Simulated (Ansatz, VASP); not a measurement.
## Two plane-wave programs on Ni

The input INCAR:

```
SYSTEM = Ni
  PREC = Accurate
  ENCUT = 520
  EDIFF = 1E-7
  ISMEAR = 0
  SIGMA = 0.012
  LREAL = .False.
  LASPH = .True.
  NELM = 150
  ALGO = Normal
  ISIF = 2
  LWAVE = .False.
  LCHARG = .True.
  ISPIN = 2
  MAGMOM = 1
  LORBIT = 11
  LMAXMIX = 4
  GGA = PE
  LELF = .True.
  LVHAR = .True.
```

File KPOINTS:

```
regular mesh
0
Gamma
  13 13 13
  0 0 0
```

POSCAR

```
Ni
1.0
    0.0000000000      1.7375729330      1.7375729330
    1.7375729330      0.0000000000      1.7375729330
    1.7375729330      1.7375729330      0.0000000000
Ni
1
Direct
    0.0000000000      0.0000000000      0.0000000000
```

Contents of input.yaml:

```yaml
crystal:
  lattice:
    - [0.0, 1.737572933, 1.737572933]
    - [1.737572933, 0.0, 1.737572933]
    - [1.737572933, 1.737572933, 0.0]
  atoms:
    - { symbol: Ni, position: [0.0, 0.0, 0.0], spin: 1.0 }
hamiltonian:
  xc: pbe
  pseudopotentials: { kind: paw }
magnetization:
  spin_polarized: true
kpoints:
  mp_grid: { grid: [13, 13, 13] }
scf:
  occupations: { method: gaussian, width: 0.012 }
output:
  forces: true
  stress: true
  eigenvalues: true
```

Alike in both runs: task single point; functional PBE; k mesh 13 × 13 × 13; occupations gaussian, width 0.012 eV; collinear spin, ferromagnetic start.

|  | VASP | Ansatz |
| --- | --- | --- |
| version | VASP 6.6.1 | Ansatz 0.2.0 |
| potentials or method | VASP PAW PBE potentials, release 64 (Ni) | Ansatz PAW |
| plane-wave cutoff (eV) | 520 | 420 |
| valence electrons in the cell | 10 | 18 |

Ansatz gave:

| Property | Result |
| --- | --- |
| gap on the k mesh at the Fermi level (eV) | none |
| pressure (GPa) | 8.0 |
| net moment per atom (μB) | 0.64 |
| size of the moment on the site where the two differ most (μB) | 0.68 |

Q: Estimate VASP's values.

A: gap on the k mesh at the Fermi level (eV): none; pressure (GPa): 7.8; net moment per atom (μB): 0.62; size of the moment on the site where the two differ most (μB): 0.63.

Site moments also hang on the region over which each program counts them. A gap of «none» marks a metal or a gap that the smearing closes. The two sets of potentials don't hold the same shells in valence.
